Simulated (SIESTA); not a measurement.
**PbO: band structure with PBEsol**

The system is PbO.

```
Pb O
1.0
     5.79079    0.00000    0.00000
     0.00000    5.95512    0.00000
     0.00000    0.00000    5.45170
Pb O
4 4
Direct
  0.02592 0.27863 0.25248
  0.52592 0.72137 0.25248
  0.97408 0.72137 0.75248
  0.47408 0.27863 0.75248
  0.88433 0.61552 0.36705
  0.38433 0.38448 0.36705
  0.61567 0.61552 0.86705
  0.11567 0.38448 0.86705
```

Measurements of this composition are mostly on another form, of space group No. 129.

* Program: SIESTA 5.4.2
* Task: band structure
* Functional: PBEsol
* Potentials or basis: PseudoDojo 0.4 standard (PBEsol files)
* Basis: DZP (energy shift 0.003 Ry; two zetas on semicore shells)
* Grid cutoff: 800 Ry
* Energy shift: 0.003 Ry
* k mesh: 5 × 5 × 5
* Occupations: fermi-dirac, width 0.05 eV
* Spin: no spin polarisation

- Pressure: -0.5 GPa
- Largest force: 0.206 eV/Å
- Band gap on the k mesh: 2.15 eV, indirect (least direct gap 2.55 eV)
- Band gap along the path: 2.12 eV, indirect (least direct gap 2.54 eV)

Forces in eV/Å, atoms in the order of the input:
```
Pb  -0.124 -0.113  0.120
Pb  -0.124  0.113  0.120
Pb   0.124  0.113  0.120
Pb   0.124 -0.113  0.120
O    0.090  0.097 -0.120
O    0.090 -0.097 -0.120
O   -0.090  0.097 -0.120
O   -0.090 -0.097 -0.120
```

Stress tensor (GPa, compression positive):
```
-0.44  0.00  0.00
 0.00 -0.27  0.00
 0.00  0.00 -0.80
```

Levels at the corners of the path, in eV from the valence-band top:
```csv
point,band 38,band 39,band 40,band 41,band 42,band 43
Γ,-1.01,-0.52,0.00,2.77,3.10,3.16
X,-1.36,-0.62,-0.62,3.47,3.47,4.11
S,-1.33,-1.33,-1.33,3.11,3.11,3.11
Y,-1.16,-0.58,-0.58,3.87,3.87,4.16
Γ,-1.01,-0.52,0.00,2.77,3.10,3.16
Z,-0.66,-0.48,-0.21,3.18,3.22,3.25
U,-0.87,-0.52,-0.52,2.83,2.83,3.29
R,-0.84,-0.84,-0.84,2.27,2.27,2.27
T,-0.93,-0.63,-0.63,2.87,2.87,3.55
Z,-0.66,-0.48,-0.21,3.18,3.22,3.25
Y,-1.16,-0.58,-0.58,3.87,3.87,4.16
T,-0.93,-0.63,-0.63,2.87,2.87,3.55
U,-0.87,-0.52,-0.52,2.83,2.83,3.29
X,-1.36,-0.62,-0.62,3.47,3.47,4.11
S,-1.33,-1.33,-1.33,3.11,3.11,3.11
R,-0.84,-0.84,-0.84,2.27,2.27,2.27
```

Run time: 2.5 min on 1 thread of Arm Neoverse V2 (shared host), peak memory 0.81 GiB.

Caveat: spin-orbit coupling is left out, which as a rule narrows the gap of such compounds by several tenths of an eV; the basis of atomic orbitals isn't converged, which shifts pressures, moduli and gaps.
